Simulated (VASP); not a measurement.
# HgSe (pbesol) (F-43m) in VASP: further runs, part 2 of 2

VASP 6.6.1.

### Step 3. Relaxation of cell and atoms, PBEsol (cell and atoms relaxed tightly for response)

INCAR reads:

```
ALGO     = Fast           # electronic algorithm
EDIFF    = 1E-6           # SCF threshold, eV
EDIFFG   = -0.001         # ionic threshold
ENCUT    = 600            # plane-wave cutoff, eV
GGA      = PS             # functional
IBRION   = 2              # ionic algorithm
ISIF     = 3              # what is computed and relaxed
ISMEAR   = -1             # smearing method
LASPH    = T              # aspherical terms in the spheres
LCHARG   = F              # write CHGCAR
LREAL    = F              # projectors in reciprocal space
LWAVE    = F              # write WAVECAR
NELM     = 100            # most SCF steps
NSW      = 80             # ionic steps
PREC     = Accurate       # precision mode
SIGMA    = 0.15           # smearing width, eV
```

KPOINTS reads:

```
k-points
0
Gamma
  12 12 12
```

POSCAR reads:

```
HgSe
1.0
    0.0000000000      3.0664903997      3.0664903997
    3.0664903997      0.0000000000      3.0664903997
    3.0664903997      3.0664903997      0.0000000000
Hg Se
1 1
Direct
    0.0000000000      0.0000000000      0.0000000000
    0.2500000000      0.2500000000      0.2500000000
```

Potentials or basis: VASP PAW PBE potentials, release 64 (Hg, Se).

Run with:

```
$ cat potpaw_PBE.64/Hg/POTCAR potpaw_PBE.64/Se/POTCAR > POTCAR
$ mpirun -np 1 vasp_std > vasp.out
```

OUTCAR:

```text
EDIFF = 1E-6
   EDIFFG = -0.001
   ENCUT = 600
   GGA = PS
   IBRION = 2
   ISIF = 3
   ISMEAR = -1
   LASPH = T
   LREAL = F
   NELM = 100
   NSW = 80
   PREC = Accurate

 ion  position               nearest neighbor table
   1  0.000  0.000  0.000-   2 2.66   2 2.66   2 2.66   2 2.66
   2  0.250  0.250  0.250-   1 2.66   1 2.66   1 2.66   1 2.66

  LATTYP: Found a face centered cubic cell.
 ALAT       =     6.1329807994

  Lattice vectors:

 A1 = (   0.0000000000,   3.0664903997,   3.0664903997)
 A2 = (   3.0664903997,   0.0000000000,   3.0664903997)
 A3 = (   3.0664903997,   3.0664903997,   0.0000000000)

Analysis of symmetry for initial positions (statically):
=====================================================================
 Subroutine PRICEL returns:
 Original cell was already a primitive cell.

 Routine SETGRP: Setting up the symmetry group for a
 face centered cubic supercell.

 Subroutine GETGRP returns: Found 24 space group operations
 (whereof 24 operations were pure point group operations)
 out of a pool of 48 trial point group operations.

The static configuration has the point symmetry T_d .

Analysis of symmetry for dynamics (positions and initial velocities):
=====================================================================
 Subroutine PRICEL returns:
 Original cell was already a primitive cell.

 Routine SETGRP: Setting up the symmetry group for a
 face centered cubic supercell.

 Subroutine GETGRP returns: Found 24 space group operations
 (whereof 24 operations were pure point group operations)
 out of a pool of 48 trial point group operations.

The dynamic configuration has the point symmetry T_d .

 Subroutine INISYM returns: Found 24 space group operations
 (whereof 24 operations are pure point group operations),
 and found     1 'primitive' translations

----------------------------------------------------------------------------------------

                                     Primitive cell
[... 136 lines left out ...]
  ext. energy  EPLUGINS =         0.00000000
  ---------------------------------------------------
  free energy    TOTEN  =        -4.81290182 eV

  energy without entropy =       -4.80538331  energy(sigma->0) =       -4.80914256

------------------------ aborting loop because EDIFF is reached ----------------------------------------

  FORCE on cell =-STRESS in cart. coord.  units (eV):
  Direction    XX          YY          ZZ          XY          YZ          ZX
  --------------------------------------------------------------------------------------
  -------------------------------------------------------------------------------------
  Total        0.1242277      0.1242277      0.1242277      0.0000000      0.0000000      0.0000000
  in kB        3.4512329      3.4512329      3.4512329      0.0000000      0.0000000      0.0000000
  external PRESSURE =       3.4512329 kB  Pullay stress =       0.0000000 kB
[... 95 lines left out ...]
--------------------------------------- Ionic step        4  -------------------------------------------

 number of electron      17.9999999 magnetization

 Free energy of the ion-electron system (eV)
  ---------------------------------------------------
  ext. energy  EPLUGINS =         0.00000000
  ---------------------------------------------------
  free energy    TOTEN  =        -4.81330876 eV

  energy without entropy =       -4.80563648  energy(sigma->0) =       -4.80947262

 E-fermi :   1.5781     XC(G=0):  -9.1086

 val. band max:        1.3092392714   @ k =   0.0000   0.0000   0.0000
 cond. band min:       1.6324576484   @ k =   0.0833   0.0000   0.0000
 fundamental gap:      0.3232183770
 Fermi energy:         1.5780946402

 k-point     1 :       0.0000    0.0000    0.0000
  band No.  band energies     occupation
      1     -11.9628      2.00000
      2      -5.6771      2.00000
      3      -5.6771      2.00000
      4      -5.6771      2.00000
      5      -4.9782      2.00000
      6      -4.9782      2.00000
      7       0.2390      1.99973
      8       1.3092      1.71444
      9       1.3092      1.71444
     10       1.3092      1.71443
     11       6.7676      0.00000
     12       6.7676      0.00000
     13       6.7676      0.00000
[... 354 lines left out ...]
  band No.  band energies     occupation
      1     -11.4692      2.00000
      2      -5.4906      2.00000
      3      -5.4492      2.00000
      4      -4.9998      2.00000
      5      -4.9502      2.00000
      6      -4.6815      2.00000
      7      -3.8328      2.00000
      8      -0.6762      2.00000
      9       0.1620      1.99984
     10       3.4133      0.00001
     11       6.7160      0.00000
     12       8.0160      0.00000
     13       8.0838      0.00000

 [... further k-points ...]

------------------------ aborting loop because EDIFF is reached ----------------------------------------

  FORCE on cell =-STRESS in cart. coord.  units (eV):
  Direction    XX          YY          ZZ          XY          YZ          ZX
  --------------------------------------------------------------------------------------
  -------------------------------------------------------------------------------------
  Total       -0.0002385     -0.0002385     -0.0002385      0.0000000      0.0000000      0.0000000
  in kB       -0.0065829     -0.0065829     -0.0065829      0.0000000      0.0000000      0.0000000
  external PRESSURE =      -0.0065829 kB  Pullay stress =       0.0000000 kB
[... 17 lines left out ...]
  FREE ENERGIE OF THE ION-ELECTRON SYSTEM (eV)
  ---------------------------------------------------
  free  energy   TOTEN  =        -4.8133087607 eV

  energy  without entropy=       -4.8056364765  energy(sigma->0) =       -4.80947262

 reached required accuracy - stopping structural energy minimisation
```

OSZICAR:

```text
N       E                     dE             d eps       ncg     rms          rms(c)
DAV:   1     0.120504417283E+03    0.12050E+03   -0.92786E+03  1880   0.138E+03
DAV:   2     0.205786263133E+00   -0.12030E+03   -0.11378E+03  2052   0.295E+02
DAV:   3    -0.509406879330E+01   -0.52999E+01   -0.52565E+01  2252   0.625E+01
[... 25 lines left out ...]
RMM:   6    -0.481330854263E+01    0.91371E-06   -0.47109E-06  1439   0.255E-02
   3 F= -.48133085E+01 E0= -.48094743E+01  d E =-.406726E-03
       N       E                     dE             d eps       ncg     rms          rms(c)
DAV:   1    -0.481331572059E+01   -0.62642E-05   -0.13410E-04  2182   0.149E-01    0.203E-02
RMM:   2    -0.481330947451E+01    0.62461E-05   -0.15143E-05  1825   0.452E-02    0.733E-03
RMM:   3    -0.481330876069E+01    0.71383E-06   -0.23231E-06  1094   0.109E-02
   4 F= -.48133088E+01 E0= -.48094726E+01  d E =-.406944E-03
```

Wall time 89 s (1 thread of Intel Xeon Platinum 8488C (Sapphire Rapids), shared host); peak memory 0.26 GiB.

What came out:

```
Free energy                            : -4.8133 eV
Relaxed volume                         : 29.03 Å³/atom
Relaxed cell                           : a = 4.346 Å, b = 4.346 Å, c = 4.346 Å, α = 60.00°, β = 60.00°, γ = 60.00°
Space group after relaxing (to 0.05 Å) : F-43m (No. 216)
Energy gained by relaxing              : 0.2 meV/atom
Ionic steps                            : 4
Pressure after relaxing                : 0.0 GPa
Band gap on the k mesh                 : none (metal or under the smearing width)
```

The path:
```
step  energy change (eV)  largest force (eV/Å)  pressure (GPa)  volume (Å³)
   1              0.0000                0.0000            0.35        57.67
   2             -0.0004                0.0000           -0.16        58.19
   3             -0.0004                0.0000            0.01        58.05
   4             -0.0004                0.0000            0.00        58.06
```

Final structure:
```
CELL_PARAMETERS angstrom
0.00000 3.07334 3.07334
3.07334 0.00000 3.07334
3.07334 3.07334 0.00000
ATOMIC_POSITIONS crystal
Hg 0.00000 0.00000 0.00000
Se 0.25000 0.25000 0.25000
```

Levels at points of the mesh, in eV from the Fermi level:
| k point | band 7 | band 8 | band 9 | band 10 | band 11 | band 12 |
| --- | --- | --- | --- | --- | --- | --- |
| (0.00, 0.00, 0.00) | -1.34 | -0.27 | -0.27 | -0.27 | 5.19 | 5.19 |
| (0.50, 0.00, 0.00) | -5.62 | -1.19 | -1.19 | 0.76 | 5.93 | 5.93 |
| (0.50, 0.50, 0.00) | -5.24 | -2.46 | -2.46 | 2.42 | 2.67 | 7.99 |

Caveat: the PAW data sets were made with another functional, which shifts forces and pressure a little. Zero-point motion and thermal expansion aren't in these numbers.
